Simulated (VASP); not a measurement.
# InPd (Pm-3m) in VASP: further runs

One crystal, InPd, is run at these levels: r2SCAN; tasks: single point.

Everything below comes from runs of VASP 6.6.1. Logs are shortened: lines on timing, memory, paths and dates and some standing lists are left out, and cuts for length are marked.

## Step 1: The crystal as given

Symmetry: Pm-3m, No. 221, cubic system. Conventional cell: a = 3.272 Å, b = 3.272 Å, c = 3.272 Å, α = 90.00°, β = 90.00°, γ = 90.00°. Around In (site symmetry m-3m) lie 8 Pd at 2.83 Å. Pd (site symmetry m-3m) is surrounded by 8 In at 2.83 Å.

The cell comes from a database or a generator and needn't be the stable form of this composition.

## Step 2: Single point, r2SCAN

Input file INCAR:

```
  PREC = Accurate
  ENCUT = 600
  EDIFF = 1E-6
  ISMEAR = 0
  SIGMA = 0.15
  LREAL = F
  LASPH = T
  NELM = 100
  ALGO = Normal
  ISIF = 2
  LWAVE = F
  LCHARG = F
  METAGGA = R2SCAN
  LMIXTAU = T
  ADDGRID = F
```

Input file KPOINTS:

```
regular mesh
0
Gamma
  2 2 2
```

Input file POSCAR:

```
InPd
1.0
    3.2718847800      0.0000000000      0.0000000000
    0.0000000000      3.2718847800      0.0000000000
    0.0000000000      0.0000000000      3.2718847800
In Pd
1 1
Direct
    0.0000000000      0.0000000000      0.0000000000
    0.5000000000      0.5000000000      0.5000000000
```

Potentials or basis: VASP PAW PBE potentials, release 64 (In_d, Pd).

Launch:

```bash
> cat potpaw_PBE.64/In_d/POTCAR potpaw_PBE.64/Pd/POTCAR > POTCAR
> mpirun -np 1 vasp_std > vasp.out
```

OUTCAR:

```text
PREC = Accurate
   ENCUT = 600
   EDIFF = 1E-6
   ISMEAR = 0
   LREAL = F
   LASPH = T
   NELM = 100
   ISIF = 2
   METAGGA = R2SCAN

 Found      4 irreducible k-points:

 Following reciprocal coordinates:
            Coordinates               Weight
  0.000000  0.000000  0.000000      1.000000
  0.500000  0.000000  0.000000      3.000000
  0.500000  0.500000  0.000000      3.000000
  0.500000  0.500000  0.500000      1.000000
   k-points           NKPTS =      4   k-points in BZ     NKDIM =      4   number of bands    NBANDS=     15
   number of dos      NEDOS =    301   number of ions     NIONS =      2
   total plane-waves  NPLWV =  21952
   dimension x,y,z NGX =    28 NGY =   28 NGZ =   28
   dimension x,y,z NGXF=    56 NGYF=   56 NGZF=   56
   ions per type =               1   1
   NGX,Y,Z   is equivalent  to a cutoff of  14.23, 14.23, 14.23 a.u.
   NGXF,Y,Z  is equivalent  to a cutoff of  28.45, 28.45, 28.45 a.u.
 SYSTEM =  unknown system
   PREC   = accura    normal or accurate (medium, high low for compatibility)
   ISTART =      0    job   : 0-new  1-cont  2-samecut
   ICHARG =      2    charge: 1-file 2-atom 10-const
   ISPIN  =      1    spin polarized calculation?
   LNONCOLLINEAR =      F non collinear calculations
   LSORBIT =      F    spin-orbit coupling
   LASPH  =      T    aspherical Exc in radial PAW
   ENCUT  =  600.0 eV  44.10 Ry    6.64 a.u.   6.53  6.53  6.53*2*pi/ulx,y,z
   NELM   =    100;   NELMIN=  2; NELMDL= -5     # of ELM steps
   EDIFF  = 0.1E-05   stopping-criterion for ELM
   LREAL  =      F    real-space projection
   EDIFFG = 0.1E-04   stopping-criterion for IOM
   NSW    =      0    number of steps for IOM
   IBRION =     -1    ionic relax: 0-MD 1-quasi-New 2-CG
   NFREE  =      0    steps in history (QN), initial steepest desc. (CG)
   ISIF   =      2    stress and relaxation
   ISYM   =      2    0-nonsym 1-usesym 2-fastsym
   POTIM  = 0.5000    time-step for ionic-motion
   TEBEG  =    0.0;   TEEND  =   0.0 temperature during run
   PSTRESS=    0.0 pullay stress
   NELECT =      23.0000    total number of electrons
   NUPDOWN=      -1.0000    fix difference up-down
   EMIN   =  10.00;   EMAX   =-10.00  energy-range for DOS
   EFERMI =   0.00;   METHOD = LEGACY
   ISMEAR =     0;   SIGMA  =   0.15  broadening in eV -4-tet -1-fermi 0-gaus
   EFERMI_NEDOS =   21; number of points for ismear=-14 and -15
   IALGO  =     38    algorithm
   IMIX   =      4    mixing-type and parameters
     AMIX     =   0.40;   BMIX     =  1.00
     AMIX_MAG =   1.60;   BMIX_MAG =  1.00
  volume/ion in A,a.u.               =      17.51       118.18
  Fermi-wavevector in a.u.,A,eV,Ry     =   1.422938  2.688964 27.548447  2.024754
  Thomas-Fermi vector in A             =   2.543589
   LORBIT       =      0    0 simple, 1 ext, 2 COOP (PROOUT), +10 PAW based schemes
   METAGGA = R2SCAN    functional components
   LHFCALC =     F    Hartree Fock is set to
   AEXX    =    0.0000 exact exchange contribution
   IVDW    =     0    specifies the selected vdW correction
   LEPSILON=     F    determine dielectric tensor
   LRPA    =     F    only Hartree local field effects (RPA)
 non-spin polarized calculation
 Gauss-broadening in eV      SIGMA  =   0.15
  energy-cutoff  :      600.00
  volume of cell :       35.03
 maximum number of plane-waves:      1189
 NGX is ok and might be reduce to    28
   NGX = 13   NGY = 13   NGZ = 13

 number of electron      23.0000010 magnetization

 Free energy of the ion-electron system (eV)
  ---------------------------------------------------
  ext. energy  EPLUGINS =         0.00000000
  ---------------------------------------------------
  free energy    TOTEN  =       -46.72184197 eV

  energy without entropy =      -46.69291779  energy(sigma->0) =      -46.70737988

 E-fermi :   9.0184     XC(G=0): -13.2948

 val. band max:        8.9726717870   @ k =   0.5000   0.0000   0.0000
 cond. band min:      10.7375738270   @ k =   0.5000   0.5000   0.5000
 fundamental gap:      1.7649020400
 Fermi energy:         9.0183573162

 k-point     1 :       0.0000    0.0000    0.0000
  band No.  band energies     occupation
      1      -5.0961      2.00000
      2      -5.0961      2.00000
      3      -4.6737      2.00000
      4      -4.6737      2.00000
      5      -4.6737      2.00000
      6      -0.0681      2.00000
      7       6.1787      2.00000
      8       6.1787      2.00000
      9       7.7424      2.00000
     10       7.7424      2.00000
     11       7.7424      2.00000
     12      14.9118      0.00000
     13      14.9118      0.00000
     14      14.9118      0.00000
     15      20.5563      0.00000

 k-point     2 :       0.5000    0.0000    0.0000
  band No.  band energies     occupation
      1      -5.0332      2.00000
      2      -4.7850      2.00000
      3      -4.7850      2.00000
      4      -4.7278      2.00000
      5      -4.6397      2.00000
      6       3.6382      2.00000
      7       4.0630      2.00000
      8       6.2027      2.00000
      9       6.7584      2.00000
     10       6.7584      2.00000
     11       7.6693      2.00000
     12       8.9727      1.33333
     13      20.5003      0.00000
     14      20.5003      0.00000
     15      20.5714      0.00000

 k-point     3 :       0.5000    0.5000    0.0000
  band No.  band energies     occupation
      1      -5.0490      2.00000
      2      -4.8972      2.00000
      3      -4.8220      2.00000
      4      -4.8220      2.00000
      5      -4.4476      2.00000
      6       3.9461      2.00000
      7       6.5282      2.00000
      8       7.3233      2.00000
      9       7.3233      2.00000
     10       7.9489      2.00000
     11       7.9489      2.00000
     12       8.3016      2.00000
     13      11.8958      0.00000
     14      12.9130      0.00000
     15      20.5771      0.00000

 k-point     4 :       0.5000    0.5000    0.5000
  band No.  band energies     occupation
      1      -4.9603      2.00000
      2      -4.9603      2.00000
      3      -4.9603      2.00000
      4      -4.4388      2.00000
      5      -4.4388      2.00000
      6       5.1241      2.00000
      7       5.1241      2.00000
      8       5.1241      2.00000
      9       8.3432      2.00000
     10       8.3432      2.00000
     11      10.7376      0.00000
     12      14.3345      0.00000
     13      14.3345      0.00000
     14      14.3345      0.00000
     15      14.8639      0.00000

------------------------ aborting loop because EDIFF is reached ----------------------------------------

  FORCE on cell =-STRESS in cart. coord.  units (eV):
  Direction    XX          YY          ZZ          XY          YZ          ZX
  --------------------------------------------------------------------------------------
  -------------------------------------------------------------------------------------
  Total       -0.8170484     -0.8170484     -0.8170484      0.0000000      0.0000000     -0.0000000
  in kB      -37.3735491    -37.3735491    -37.3735491      0.0000000      0.0000000     -0.0000000
  external PRESSURE =     -37.3735491 kB  Pullay stress =       0.0000000 kB

 VOLUME and BASIS-vectors are now :
 -----------------------------------------------------------------------------
  energy-cutoff  :      600.00
  volume of cell :       35.03
      direct lattice vectors                 reciprocal lattice vectors
     3.271884780  0.000000000  0.000000000     0.305634234  0.000000000  0.000000000
     0.000000000  3.271884780  0.000000000     0.000000000  0.305634234  0.000000000
     0.000000000  0.000000000  3.271884780     0.000000000  0.000000000  0.305634234

 POSITION                                       TOTAL-FORCE (eV/Angst)
 -----------------------------------------------------------------------------------
      0.00000      0.00000      0.00000         0.000000      0.000000      0.000000
      1.63594      1.63594      1.63594         0.000000      0.000000      0.000000
 -----------------------------------------------------------------------------------
    total drift:                               -0.000000      0.000000      0.000000

  FREE ENERGIE OF THE ION-ELECTRON SYSTEM (eV)
  ---------------------------------------------------
  free  energy   TOTEN  =       -46.7218419743 eV

  energy  without entropy=      -46.6929177893  energy(sigma->0) =      -46.70737988
```

It took 12 s on 1 thread of Intel Xeon 6975P-C (Granite Rapids), shared host; peak memory 0.16 GiB.

These settings aren't checked as converged: the numbers below hold their error.

What came out:

- Free energy: -46.7218 eV
- Pressure: -3.7 GPa
- Band gap on the k mesh: none (metal or under the smearing width)

Caveat: the k mesh is coarse (spacing up to 0.96 Å⁻¹), so the values aren't converged; the PAW data sets were made with another functional, which shifts forces and pressure a little.

## Step 3: Single point, r2SCAN

INCAR is that of step 2.

KPOINTS is that of step 2.

Input file POSCAR:

```
InPd
1.0
    3.2718847800      0.0000000000      0.0000000000
    0.0000000000      3.2718847800      0.0000000000
    0.0000000000      0.0000000000      3.2718847800
In Pd
1 1
Direct
    0.0076950000     -0.0345290000      0.0307480000
    0.5133770000      0.5169540000      0.5028010000
```

Potentials or basis: VASP PAW PBE potentials, release 64 (In_d, Pd).

Launch:

```bash
> cat potpaw_PBE.64/In_d/POTCAR potpaw_PBE.64/Pd/POTCAR > POTCAR
> mpirun -np 1 vasp_std > vasp.out
```

Wall time 16 s (1 thread of Intel Xeon 6975P-C (Granite Rapids), shared host); peak memory 0.16 GiB.

These settings aren't checked as converged: the numbers below hold their error.

What came out:

```
Free energy            : -46.6246 eV
Pressure               : -1.6 GPa
Largest force          : 1.035 eV/Å
Band gap on the k mesh : none (metal or under the smearing width)
```

Caveat: the k mesh is coarse (spacing up to 0.96 Å⁻¹), so the values aren't converged; the PAW data sets were made with another functional, which shifts forces and pressure a little.

## Step 4: Single point, r2SCAN

INCAR, as its differences from that of step 3:

```diff
@@ -1,3 +1,3 @@
   PREC = Accurate
-  ENCUT = 600
+  ENCUT = 350
   EDIFF = 1E-6
```

Input file KPOINTS:

```
regular mesh
0
Gamma
  3 3 3
```

Input file POSCAR:

```
InPd
1.0
    3.2718847800      0.0000000000      0.0000000000
    0.0000000000      3.2718847800      0.0000000000
    0.0000000000      0.0000000000      3.2718847800
In Pd
1 1
Direct
    0.0000000000      0.0000000000      0.0000000000
    0.5000000000      0.5000000000      0.5000000000
```

Potentials or basis: VASP PAW PBE potentials, release 64 (In_d, Pd).

Launch:

```bash
> cat potpaw_PBE.64/In_d/POTCAR potpaw_PBE.64/Pd/POTCAR > POTCAR
> mpirun -np 1 vasp_std > vasp.out
```

OUTCAR:

```text
PREC = Accurate
   ENCUT = 350
   EDIFF = 1E-6
   ISMEAR = 0
   LREAL = F
   LASPH = T
   NELM = 100
   ISIF = 2
   METAGGA = R2SCAN

 Found      4 irreducible k-points:

 Following reciprocal coordinates:
            Coordinates               Weight
  0.000000  0.000000  0.000000      1.000000
  0.333333  0.000000  0.000000      6.000000
  0.333333  0.333333  0.000000     12.000000
  0.333333  0.333333  0.333333      8.000000
[... 144 lines left out ...]
     14      13.0940      0.00000
     15      17.5779      0.00000

------------------------ aborting loop because EDIFF is reached ----------------------------------------

  FORCE on cell =-STRESS in cart. coord.  units (eV):
  Direction    XX          YY          ZZ          XY          YZ          ZX
  --------------------------------------------------------------------------------------
  -------------------------------------------------------------------------------------
  Total       -0.2729737     -0.2729737     -0.2729737      0.0000000     -0.0000000      0.0000000
  in kB      -12.4864046    -12.4864046    -12.4864046      0.0000000     -0.0000000      0.0000000
  external PRESSURE =     -12.4864046 kB  Pullay stress =       0.0000000 kB

 VOLUME and BASIS-vectors are now :
 -----------------------------------------------------------------------------
  energy-cutoff  :      350.00
  volume of cell :       35.03
      direct lattice vectors                 reciprocal lattice vectors
     3.271884780  0.000000000  0.000000000     0.305634234  0.000000000  0.000000000
     0.000000000  3.271884780  0.000000000     0.000000000  0.305634234  0.000000000
     0.000000000  0.000000000  3.271884780     0.000000000  0.000000000  0.305634234

 POSITION                                       TOTAL-FORCE (eV/Angst)
 -----------------------------------------------------------------------------------
      0.00000      0.00000      0.00000         0.000000      0.000000      0.000000
      1.63594      1.63594      1.63594         0.000000      0.000000      0.000000
 -----------------------------------------------------------------------------------
    total drift:                                0.000000      0.000000     -0.000000

  FREE ENERGIE OF THE ION-ELECTRON SYSTEM (eV)
  ---------------------------------------------------
  free  energy   TOTEN  =       -46.4788257724 eV

  energy  without entropy=      -46.4430748075  energy(sigma->0) =      -46.46095029
```

OSZICAR:

```text
N       E                     dE             d eps       ncg     rms          rms(c)
DAV:   1     0.895239340822E+02    0.89524E+02   -0.91988E+03   128   0.151E+03
DAV:   2    -0.462677983906E+02   -0.13579E+03   -0.13191E+03   127   0.332E+02
DAV:   3    -0.519067977231E+02   -0.56390E+01   -0.56294E+01   162   0.799E+01
DAV:   4    -0.519906029425E+02   -0.83805E-01   -0.83795E-01   149   0.863E+00
DAV:   5    -0.519947867132E+02   -0.41838E-02   -0.41838E-02   186   0.158E+00    0.877E+00
DAV:   6    -0.466191173389E+02    0.53757E+01   -0.57272E+00   134   0.368E+01    0.410E+00
DAV:   7    -0.464486843099E+02    0.17043E+00   -0.59677E-01   141   0.947E+00    0.256E+00
DAV:   8    -0.464679665309E+02   -0.19282E-01   -0.14583E-01   134   0.332E+00    0.143E+00
DAV:   9    -0.464590680057E+02    0.88985E-02   -0.12450E-01   134   0.399E+00    0.323E-01
DAV:  10    -0.464764522666E+02   -0.17384E-01   -0.43271E-02   120   0.270E+00    0.287E-01
DAV:  11    -0.464658299640E+02    0.10622E-01   -0.22794E-02   120   0.182E+00    0.478E-01
DAV:  12    -0.464786933302E+02   -0.12863E-01   -0.12219E-02   120   0.129E+00    0.737E-02
DAV:  13    -0.464787032857E+02   -0.99555E-05   -0.19104E-04   148   0.125E-01    0.922E-02
DAV:  14    -0.464787885531E+02   -0.85267E-04   -0.45319E-05   134   0.603E-02    0.103E-01
DAV:  15    -0.464788081792E+02   -0.19626E-04   -0.55611E-05   120   0.836E-02    0.142E-01
DAV:  16    -0.464788146977E+02   -0.65185E-05   -0.13114E-04   134   0.159E-01    0.144E-01
DAV:  17    -0.464788255149E+02   -0.10817E-04   -0.79632E-06   134   0.390E-02    0.132E-01
DAV:  18    -0.464788257724E+02   -0.25744E-06   -0.76514E-08    81   0.261E-03
   1 F= -.46478826E+02 E0= -.46460950E+02  d E =-.357510E-01
```

stdout:

```text
POSCAR found type information on POSCAR InPd
 POSCAR found :  2 types and       2 ions
 scaLAPACK will be used
 -----------------------------------------------------------------------------
|                                                                             |
|                                                                             |
|     You enforced a specific xc type in the INCAR file but a different       |
|     I HOPE YOU KNOW WHAT YOU ARE DOING!                                     |
|                                                                             |
 -----------------------------------------------------------------------------

 LDA part: xc-table for (None), standard interpolation
 POSCAR, INCAR and KPOINTS ok, starting setup
 FFT: planning ... GRIDC
 FFT: planning ... GRID_SOFT
 FFT: planning ... GRID
 WAVECAR not read
 entering main loop
```

Wall time 8.7 s (1 thread of Intel Xeon 6975P-C (Granite Rapids), shared host); peak memory 0.12 GiB.

These settings aren't checked as converged: the numbers below hold their error.

What came out:

* Free energy: -46.4788 eV
* Pressure: -1.2 GPa
* Band gap on the k mesh: none (metal or under the smearing width)

Caveat: the k mesh is coarse (spacing up to 0.64 Å⁻¹), so the values aren't converged; the PAW data sets were made with another functional, which shifts forces and pressure a little.

[end of part 1 of 2]
